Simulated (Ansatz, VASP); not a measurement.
# Cross-check of CdS (Greenockite) between VASP and Ansatz, part 2 of 3

Wanted: the spread between two codes on one cell, functional and k mesh.

VASP 6.6.1 and Ansatz 0.2.0.

So far. Step 3 (VASP: band structure, LDA): The run ends at a pressure of -3.06 GPa, with forces up to 0.063 eV/Å.

## (5) VASP: band structure, LDA, spin-orbit coupling

Level of this step: LDA, spin-orbit coupling; plane waves and PAW (Cd, S) (VASP).

The same path points are solved in both programs, so levels can be compared one by one.

INCAR

```
SYSTEM = CdS
PREC = Accurate
ENCUT = 350
EDIFF = 1E-06
NELM = 100
ISMEAR = 0
SIGMA = 0.03
LREAL = .FALSE.
ALGO = Normal
GGA = CA
LNONCOLLINEAR = .TRUE.
MAGMOM = 0 0 0 0 0 0 0 0 0 0 0 0
NBANDS = 48
GGA_COMPAT = .FALSE.
LASPH = .TRUE.
LSORBIT = .TRUE.
LORBIT = 11
LWAVE = .FALSE.
LCHARG = .FALSE.
KPAR = 4
```

POSCAR

```
CdS
1.0
    4.1500000000      0.0000000000      0.0000000000
   -2.0750000000      3.5940054257      0.0000000000
    0.0000000000      0.0000000000      6.7370000000
Cd S
2 2
Direct
    0.6666666667      0.3333333333      0.5000000000
    0.3333333333      0.6666666667      0.0000000000
    0.6666666667      0.3333333333      0.8750000000
    0.3333333333      0.6666666667      0.3750000000
```

KPOINTS

```
Automatic mesh
0
Gamma
6 6 4
0 0 0
```

KPOINTS_OPT

```
Line mode
10
Line-mode
Reciprocal
  0.00000000   0.00000000   0.00000000 GAMMA
  0.50000000   0.00000000   0.00000000 M

  0.50000000   0.00000000   0.00000000 M
  0.33333333   0.33333333   0.00000000 K

  0.33333333   0.33333333   0.00000000 K
  0.00000000   0.00000000   0.00000000 GAMMA

  0.00000000   0.00000000   0.00000000 GAMMA
  0.00000000   0.00000000   0.50000000 A

  0.00000000   0.00000000   0.50000000 A
  0.50000000   0.00000000   0.50000000 L

  0.50000000   0.00000000   0.50000000 L
  0.33333333   0.33333333   0.50000000 H

  0.33333333   0.33333333   0.50000000 H
  0.00000000   0.00000000   0.50000000 A

  0.50000000   0.00000000   0.50000000 L
  0.50000000   0.00000000   0.00000000 M

  0.33333333   0.33333333   0.00000000 K
  0.33333333   0.33333333   0.50000000 H
```

PAW data sets: Cd and S (LDA family, release 64).

Run with:

```bash
mpirun -np 4 vasp_ncl
```

Numbers of over 12 decimals in the logs are rounded to 6 here.

What it wrote:

```text
[... set-up lines as in an earlier step ...]
 entering main loop
       N       E                     dE             d eps       ncg     rms          rms(c)
DAV:   1     0.205940758242E+03    0.20594E+03   -0.14019E+04  2712   0.101E+03
DAV:   2    -0.335441442186E+01   -0.20930E+03   -0.20347E+03  3080   0.303E+02
DAV:   3    -0.157104693665E+02   -0.12356E+02   -0.12282E+02  3184   0.737E+01
DAV:   4    -0.158635585541E+02   -0.15309E+00   -0.15295E+00  3056   0.791E+00
[...]
DAV:  11    -0.148326146582E+02    0.88457E-04   -0.30192E-04  3120   0.194E-01    0.683E-02
DAV:  12    -0.148326232897E+02   -0.86315E-05   -0.92523E-05  2896   0.541E-02    0.548E-02
DAV:  13    -0.148326230341E+02    0.25555E-06   -0.55173E-06  3248   0.256E-02
   1 F= -.14832623E+02 E0= -.14832623E+02  d E =-.456623E-18  mag=    -0.0000    -0.0000     0.0000
 Start KPOINTS_OPT (optional k-point list driver)
k-point batch [1-28\90]
       N       E                     dE             ncg
DAV:   1     0.931937897112E+03   -0.15973E+05     2728
DAV:   2    -0.479400545236E+04   -0.57259E+04     3016
DAV:   3    -0.511145461854E+04   -0.31745E+03     3192
DAV:   4    -0.511523055321E+04   -0.37759E+01     3112
DAV:   5    -0.511529649680E+04   -0.65944E-01     3264
DAV:   6    -0.511529805351E+04   -0.15567E-02     3104
DAV:   7    -0.511529809967E+04   -0.46156E-04     3280
DAV:   8    -0.511529810135E+04   -0.16781E-05     2224
DAV:   9    -0.511529810145E+04   -0.10680E-06     1992
[...]
k-point batch [85-90\90]
       N       E                     dE             ncg
DAV:   1     0.164102220207E+05   -0.56475E+04      592
DAV:   2     0.152326579765E+05   -0.11776E+04      624
DAV:   3     0.151686546718E+05   -0.64003E+02      688
DAV:   4     0.151679503342E+05   -0.70434E+00      608
DAV:   5     0.151679399386E+05   -0.10396E-01      656
DAV:   6     0.151679397193E+05   -0.21925E-03      624
DAV:   7     0.151679397133E+05   -0.60671E-05      680
DAV:   8     0.151679397131E+05   -0.13142E-06      392
```

Parts of OUTCAR (step 5):

```text
  Total       -2.0706926     -2.0706926     -1.7008265      0.0000000      0.0000000      0.0000000
  in kB      -33.0166369    -33.0166369    -27.1192213      0.0000000      0.0000000      0.0000000
  external PRESSURE =     -31.0508317 kB  Pullay stress =       0.0000000 kB

 POSITION                                       TOTAL-FORCE (eV/Angst)
 -----------------------------------------------------------------------------------
      2.07500      1.19800      3.36850        -0.000000      0.000000     -0.062436
     -0.00000      2.39600      0.00000         0.000000      0.000000     -0.062436
      2.07500      1.19800      5.89487         0.000000      0.000000      0.062436
     -0.00000      2.39600      2.52637        -0.000000     -0.000000      0.062436
 -----------------------------------------------------------------------------------
    total drift:                               -0.000000      0.000000     -0.000610

  FREE ENERGIE OF THE ION-ELECTRON SYSTEM (eV)
  ---------------------------------------------------
  free  energy   TOTEN  =       -14.8326230341 eV

  energy  without entropy=      -14.8326230341  energy(sigma->0) =      -14.83262303

 magnetization (x)
# of ion       s       p       d       tot
------------------------------------------
    1        0.000   0.000   0.000   0.000
    2       -0.000  -0.000  -0.000  -0.000
    3        0.000  -0.000   0.000  -0.000
    4       -0.000   0.000   0.000   0.000
--------------------------------------------------
tot         -0.000   0.000  -0.000   0.000

 magnetization (y)
# of ion       s       p       d       tot
------------------------------------------
    1        0.000   0.000   0.000   0.000
    2        0.000   0.000   0.000   0.000
    3       -0.000   0.000   0.000  -0.000
    4       -0.000   0.000   0.000  -0.000
--------------------------------------------------
tot         -0.000   0.000   0.000  -0.000

 magnetization (z)
# of ion       s       p       d       tot
------------------------------------------
    1        0.000  -0.000   0.000  -0.000
    2        0.000  -0.000   0.000  -0.000
    3       -0.000   0.000   0.000   0.000
    4       -0.000  -0.000   0.000  -0.000
--------------------------------------------------
tot          0.000  -0.000   0.000  -0.000

[... 1 part as in an earlier step ...]

[... 2 further parts left out ...]
[key lines of the parts left out:]
E-fermi :   1.2086
```

The run ends at a pressure of -3.11 GPa, with forces up to 0.062 eV/Å.

## (6) Ansatz: band structure, LDA, spin-orbit coupling

The same cell, functional (in two slightly different forms), mesh and smearing now go to Ansatz, which takes its cutoff from its data sets.

The cell is taken from a series of VASP runs on this material, whose earlier steps may have relaxed, scaled or displaced it; both programs get it as it stands.

input.yaml

```yaml
crystal:
  lattice:
    - [4.15, 0.0, 0.0]
    - [-2.075, 3.5940054257, 0.0]
    - [0.0, 0.0, 6.737]
  atoms:
    - { symbol: Cd, position: [0.6666666667, 0.3333333333, 0.5] }
    - { symbol: Cd, position: [0.3333333333, 0.6666666667, 0.0] }
    - { symbol: S, position: [0.6666666667, 0.3333333333, 0.875] }
    - { symbol: S, position: [0.3333333333, 0.6666666667, 0.375] }
hamiltonian:
  xc: lda
  pseudopotentials: { kind: paw_fr }
magnetization:
  noncollinear: true
  spin_orbit: true
kpoints:
  mp_grid: { grid: [6, 6, 4] }
  band_path:
    path:
      - [0.0, 0.0, 0.0]
      - [0.16667, 0.0, 0.0]
      - [0.33333, 0.0, 0.0]
      - [0.5, 0.0, 0.0]
      - [0.46296, 0.07407, 0.0]
      - [0.40741, 0.18519, 0.0]
      - [0.35185, 0.2963, 0.0]
      - [0.2963, 0.2963, 0.0]
      - [0.18519, 0.18519, 0.0]
      - [0.07407, 0.07407, 0.0]
      - [0.0, 0.0, 0.0]
      - [0.0, 0.0, 0.16667]
      - [0.0, 0.0, 0.33333]
      - [0.0, 0.0, 0.5]
      - [0.11111, 0.0, 0.5]
      - [0.33333, 0.0, 0.5]
      - [0.5, 0.0, 0.5]
      - [0.46296, 0.07407, 0.5]
      - [0.40741, 0.18519, 0.5]
      - [0.35185, 0.2963, 0.5]
      - [0.2963, 0.2963, 0.5]
      - [0.18519, 0.18519, 0.5]
      - [0.07407, 0.07407, 0.5]
      - [0.5, 0.0, 0.5]
      - [0.5, 0.0, 0.33333]
      - [0.5, 0.0, 0.16667]
      - [0.5, 0.0, 0.0]
      - [0.33333, 0.33333, 0.11111]
      - [0.33333, 0.33333, 0.27778]
      - [0.33333, 0.33333, 0.5]
    npoints: 1
scf:
  occupations: { method: gaussian, width: 0.03 }
  n_extra_bands: 16
output:
  forces: true
  stress: true
  eigenvalues: true
  write_density: true
  write_potential: true
  elf: true
  volumetric_format: npy
```

Run with:

```bash
ansatz run input.yaml --threads 2 --pin off --max-ram 4608MiB --backend cpu --events-out ev --progress --plain --runs-dir out
```

What it wrote:

```text
[...]
non-collinear run that drives no moment, with spin-orbit: no starting moment large enough to seed its density (crystal.atoms[].spin), no starting occupations that ask for one, no magnetisation constraint and no magnetic field, so the semilocal B_xc is pinned to zero
Crystal: 4 atoms, lattice volume = 100.483 Å³
Basis set: ecut = 420 eV, 1973 PW (Γ)
[...]
k-point 0: bands = [... 48 lower, 6.4503, 6.4503, 6.4681, 6.4681, 7.3629, 7.3629, 8.9902, 8.9902, ... 12 higher]
  k-point 1: bands = [... 48 lower, 6.3135, 6.3135, 6.3491, 6.3491, 8.3075, 8.3075, 9.0635, 9.0635, ... 12 higher]
  k-point 2: bands = [... 48 lower, 6.0715, 6.0715, 6.0715, 6.0715, 9.0516, 9.0516, 9.0516, 9.0516, ... 12 higher]
  k-point 20: bands = [... 48 lower, 5.3177, 5.3177, 5.3290, 5.3290, 10.5975, 10.5975, 10.6454, 10.6454, ... 12 higher]
[key lines of the parts left out:]
SCF converged after 8 iterations
Magnetization: |M| = 0.0000 μB,  M = (+0.0000, +0.0000, +0.0000) μB
Free energy (F): -17982.454922 eV
Fermi energy:    6.915507 eV
P = ⅓ Tr σ = -3.1763 GPa (-31.763 kbar)
```

Run time: 43 s. Hardware: 2 threads of Arm Neoverse V1, shared host; peak memory 0.67 GiB.

## (7) Side by side

What differs besides the data sets and the points named for the pairs above, as far as they apply: spin-orbit coupling enters by fully relativistic files in Ansatz and inside the spheres in VASP; the data sets hold 52 valence electrons in Ansatz (fully relativistic PAW (standard-fr) files) and 36 in VASP. Total energies have different zeros and are not compared.

Both answers:

```csv
quantity,Ansatz,VASP,difference
pressure (GPa),-3.18,-3.11,-0.07
gap over the path points (eV),0.895,0.918,-0.023
```

Forces (eV/Å; atoms numbered as in POSCAR):

```csv
atom,"Ansatz x, y, z","VASP x, y, z"
Cd1,"0.000, 0.000, -0.060","0.000, 0.000, -0.062"
Cd2,"0.000, 0.000, -0.060","0.000, 0.000, -0.062"
S3,"0.000, 0.000, 0.060","0.000, 0.000, 0.062"
S4,"0.000, 0.000, 0.060","0.000, 0.000, 0.062"
```

Levels at points of the path, from each program's valence-band top (eV; 8 filled, then empty):

```csv
k (reciprocal lattice),Ansatz,VASP
0.000 0.000 0.000,-0.77 -0.77 -0.08 -0.08 -0.02 -0.02 0.00 0.00 0.90 0.90 2.52 2.52 6.03 6.03,-0.77 -0.77 -0.07 -0.07 -0.02 -0.02 0.00 0.00 0.92 0.92 2.54 2.54 6.05 6.05
0.167 0.000 0.000,-1.29 -1.26 -1.11 -1.10 -0.29 -0.26 -0.21 -0.19 2.09 2.11 3.40 3.41 5.49 5.49,-1.29 -1.26 -1.11 -1.11 -0.29 -0.26 -0.21 -0.19 2.11 2.13 3.42 3.43 5.51 5.51
0.333 0.000 0.000,-2.60 -2.58 -1.66 -1.65 -0.89 -0.83 -0.58 -0.57 3.17 3.19 3.75 3.76 5.12 5.13,-2.61 -2.58 -1.67 -1.66 -0.89 -0.84 -0.58 -0.57 3.19 3.21 3.77 3.77 5.14 5.15
0.500 0.000 0.000,-2.71 -2.71 -1.91 -1.91 -1.34 -1.34 -0.76 -0.76 3.47 3.47 3.64 3.64 4.88 4.88,-2.71 -2.71 -1.91 -1.91 -1.35 -1.35 -0.76 -0.76 3.49 3.49 3.65 3.65 4.88 4.88
0.463 0.074 0.000,-2.69 -2.69 -2.03 -2.00 -1.37 -1.37 -0.88 -0.88 3.62 3.62 3.84 3.84 4.84 4.84,-2.70 -2.70 -2.03 -2.01 -1.38 -1.37 -0.88 -0.88 3.64 3.64 3.85 3.85 4.84 4.85
0.407 0.185 0.000,-2.80 -2.79 -2.25 -2.20 -1.53 -1.52 -1.30 -1.30 4.19 4.20 4.60 4.61 4.66 4.67,-2.81 -2.80 -2.26 -2.21 -1.53 -1.53 -1.31 -1.30 4.22 4.22 4.62 4.63 4.66 4.67
0.352 0.296 0.000,-3.12 -3.11 -2.04 -1.99 -1.79 -1.76 -1.63 -1.62 4.41 4.41 4.77 4.79 4.93 4.95,-3.13 -3.12 -2.05 -2.00 -1.80 -1.77 -1.64 -1.63 4.41 4.41 4.80 4.82 4.97 4.98
0.296 0.296 0.000,-3.02 -3.02 -2.19 -2.13 -1.66 -1.61 -1.57 -1.56 4.46 4.46 4.63 4.65 4.97 4.99,-3.03 -3.02 -2.20 -2.14 -1.66 -1.62 -1.58 -1.57 4.46 4.46 4.66 4.68 5.01 5.02
0.185 0.185 0.000,-2.62 -2.57 -1.92 -1.90 -0.84 -0.82 -0.80 -0.74 3.41 3.42 4.47 4.48 5.30 5.35,-2.62 -2.58 -1.93 -1.90 -0.84 -0.83 -0.80 -0.74 3.44 3.45 4.49 4.50 5.31 5.36
0.074 0.074 0.000,-1.10 -1.09 -0.86 -0.83 -0.20 -0.18 -0.15 -0.13 1.77 1.78 3.14 3.15 5.70 5.71,-1.10 -1.09 -0.85 -0.83 -0.20 -0.18 -0.15 -0.13 1.79 1.80 3.16 3.17 5.72 5.73
```

The forces differ by 1.3 meV/Å r.m.s., which is 3.5 % of the r.m.s. force of 0.04 eV/Å (both taken over all components). Among the levels compared at these points, filled levels agree within 12 meV and empty ones within 34 meV. Ansatz's pressure holds a Pulay correction of 0.02 GPa; VASP's holds none.

## (8) VASP: band structure, r2SCAN, spin-orbit coupling

Levels along a path test the potential and the projectors away from the mesh points.

Changes to INCAR since step 5:

```diff
@@ -9,3 +9,4 @@
 ALGO = Normal
-GGA = CA
+METAGGA = R2SCAN
+LASPH = .TRUE.
 LNONCOLLINEAR = .TRUE.
@@ -14,3 +15,2 @@
 GGA_COMPAT = .FALSE.
-LASPH = .TRUE.
 LSORBIT = .TRUE.
```

POSCAR is that of step 5.

KPOINTS is that of step 5.

KPOINTS_OPT is that of step 5.

The projector-augmented-wave data sets are Cd and S (PBE family, release 64).

Run with:

```bash
mpirun -np 4 vasp_ncl
```

What it wrote:

```text
[banner, memory and clock lines left out]
running    4 mpi-ranks, on    1 nodes
[...]
|                                                                             |
|               ----> ADVICE to this user running VASP <----                  |
|                                                                             |
|     You enforced a specific xc type in the INCAR file but a different       |
|     [... a line on the potential file left out ...]
|     I HOPE YOU KNOW WHAT YOU ARE DOING!                                     |
|                                                                             |

 LDA part: xc-table for (None), standard interpolation
 POSCAR, INCAR and KPOINTS ok, starting setup
[...]
entering main loop
       N       E                     dE             d eps       ncg     rms          rms(c)
DAV:   1     0.154711416427E+03    0.15471E+03   -0.14314E+04  2704   0.103E+03
DAV:   2    -0.572829977249E+02   -0.21199E+03   -0.20616E+03  3088   0.305E+02
[...]
DAV:  16    -0.594226795702E+02   -0.49572E-07   -0.71297E-07  1760   0.115E-02
   1 F= -.59422680E+02 E0= -.59422680E+02  d E =-.461176E-18  mag=    -0.0000     0.0000    -0.0000
 Start KPOINTS_OPT (optional k-point list driver)
k-point batch [1-28\90]
       N       E                     dE             ncg
DAV:   1     0.810526523480E+03   -0.16094E+05     2744
DAV:   2    -0.502367562336E+04   -0.58342E+04     3064
DAV:   3    -0.533042695377E+04   -0.30675E+03     3160
DAV:   4    -0.533383698624E+04   -0.34100E+01     3088
DAV:   5    -0.533389577760E+04   -0.58791E-01     3216
DAV:   6    -0.533389709894E+04   -0.13213E-02     3112
DAV:   7    -0.533389713460E+04   -0.35659E-04     3144
DAV:   8    -0.533389713577E+04   -0.11710E-05     2216
DAV:   9    -0.533389713587E+04   -0.95703E-07     1976
[...]
k-point batch [85-90\90]
       N       E                     dE             ncg
DAV:   1     0.163830471777E+05   -0.56746E+04      592
DAV:   2     0.151842971495E+05   -0.11988E+04      624
DAV:   3     0.151217745205E+05   -0.62523E+02      688
DAV:   4     0.151211330048E+05   -0.64152E+00      600
DAV:   5     0.151211235045E+05   -0.95003E-02      664
DAV:   6     0.151211233186E+05   -0.18587E-03      624
DAV:   7     0.151211233139E+05   -0.46854E-05      608
DAV:   8     0.151211233138E+05   -0.13808E-06      384
```

Parts of OUTCAR (step 8):

```text
  Total        0.2141617      0.2141617      0.5982192      0.0000000      0.0000000      0.0000000
  in kB        3.4147502      3.4147502      9.5384440      0.0000000      0.0000000      0.0000000
  external PRESSURE =       5.4559815 kB  Pullay stress =       0.0000000 kB

 POSITION                                       TOTAL-FORCE (eV/Angst)
 -----------------------------------------------------------------------------------
      2.07500      1.19800      3.36850        -0.000000      0.000000     -0.070994
     -0.00000      2.39600      0.00000         0.000000     -0.000000     -0.070994
      2.07500      1.19800      5.89487         0.000000     -0.000000      0.070994
     -0.00000      2.39600      2.52637         0.000000      0.000000      0.070994
 -----------------------------------------------------------------------------------
    total drift:                               -0.000000      0.000000      0.010895

  FREE ENERGIE OF THE ION-ELECTRON SYSTEM (eV)
  ---------------------------------------------------
  free  energy   TOTEN  =       -59.4226795702 eV

  energy  without entropy=      -59.4226795702  energy(sigma->0) =      -59.42267957

 magnetization (x)
# of ion       s       p       d       tot
------------------------------------------
    1        0.000   0.000   0.000   0.000
    2        0.000   0.000   0.000   0.000
    3        0.000  -0.000   0.000  -0.000
    4       -0.000  -0.000   0.000  -0.000
--------------------------------------------------
tot          0.000  -0.000   0.000  -0.000

 magnetization (y)
# of ion       s       p       d       tot
------------------------------------------
    1        0.000   0.000   0.000   0.000
    2        0.000   0.000   0.000   0.000
    3        0.000   0.000   0.000   0.000
    4        0.000   0.000   0.000   0.000
--------------------------------------------------
tot          0.000   0.000   0.000   0.000

 magnetization (z)
# of ion       s       p       d       tot
------------------------------------------
    1        0.000   0.000   0.000   0.000
    2        0.000   0.000   0.000   0.000
    3        0.000  -0.000   0.000  -0.000
    4        0.000   0.000   0.000   0.000
--------------------------------------------------
tot          0.000   0.000   0.000   0.000

[... 2 parts as in an earlier step ...]

[... 1 further part left out ...]
[key lines of the parts left out:]
E-fermi :   1.1285
```

The run ends at a pressure of 0.55 GPa, with forces up to 0.071 eV/Å.

[end of part 2 of 3]

[Lines on the potential files, build, host, timing and source positions are cut from VASP's logs without a mark.]

[Logs are printed without paths, hosts, clocks, repeated set-up lines and the standing remarks that a program may print on its own settings, such as how far it seeks lower states.]

[Hosts, paths, dates, database ids (printed as entryN), source tags and the programs' standing remarks are cut or masked in the printed files.]
